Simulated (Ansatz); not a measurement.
**Zn under changes of volume**

One of the cells (15.169 Å³/atom); the others are scaled copies at fixed shape and fractional positions:

```
Zn
1.0
     0.00000    1.96478    1.96478
     1.96478    0.00000    1.96478
     1.96478    1.96478    0.00000
Zn
1
Cartesian
  0.0000 0.0000 0.0000
```

This isn't the form of Zn at room conditions, which is hcp.

| Property | Result |
| --- | --- |
| Program | Ansatz 0.2.0 |
| Functional | PBE0 |
| Potentials or basis | Ansatz PAW |
| Cutoff | 420 eV (not typed: the program's choice for these potentials) |
| k mesh | 8 × 8 × 8 |
| Occupations | fermi-dirac, width 0.05 eV |
| Spin | no spin polarisation |

```csv
volume (Å³/atom),energy over the lowest point (meV/atom),pressure (GPa)
14.259,13.49,5.1
14.563,5.66,3.2
14.866,?,?
15.169,0.00,0.1
15.473,1.08,-1.3
15.776,4.61,-2.5
16.080,10.24,-3.5
```

What does the run at 14.866 Å³/atom give?

Energy over the lowest point 1.41 meV/atom; pressure 1.5 GPa.

Worked out: A Birch-Murnaghan fit of order 3 (a polynomial in V^(-2/3)) to the other rows has its minimum at 15.18 Å³/atom with B0 = V·E''(V) = 69 GPa and B' = 5.2. It gives 1.34 meV/atom at 14.866 Å³/atom, against the run's 1.41, and -dE/dV = 1.5 GPa, against 1.5.

Energies are extrapolated to zero smearing.

Caveats: the PAW data sets come from PBE, with cores solved anew for the run's functional, which leaves a small shift of forces and pressure; the thresholds are loose for stress.
